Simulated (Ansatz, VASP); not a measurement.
**TiN in VASP and in Ansatz**

```
Ti N
1.0
     0.00000    2.08659    2.08659
     2.08659    0.00000    2.08659
     2.08659    2.08659    0.00000
Ti N
1 1
Cartesian
  0.0000 0.0000 0.0000
  2.0866 2.0866 2.0866
```

Alike in both runs: functional LDA; k mesh 16 × 16 × 16; occupations fermi-dirac, width 0.15 eV; no spin polarisation.

Ansatz relaxed the structure, and its values are those at the end. VASP's run is a single point on that final structure, the one shown.

|  | VASP | Ansatz |
| --- | --- | --- |
| version | VASP 6.6.1 | Ansatz 0.2.0 |
| potentials or method | VASP PAW LDA potentials, release 64 (Ti_sv, N) | scalar-relativistic, plane waves, PAW |
| plane-wave cutoff (eV) | 520 | 420 |
| valence electrons in the cell | 17 | 17 |

|  | VASP | Ansatz | Ansatz less VASP |
| --- | --- | --- | --- |
| gap on the k mesh at the Fermi level (eV) | none | none | - |
| pressure (GPa) | 1.0 | 0.0 | -1.03 |

A gap of «none» marks a metal or a gap that the smearing closes. Ansatz warned: «pseudo_functional_mismatch».
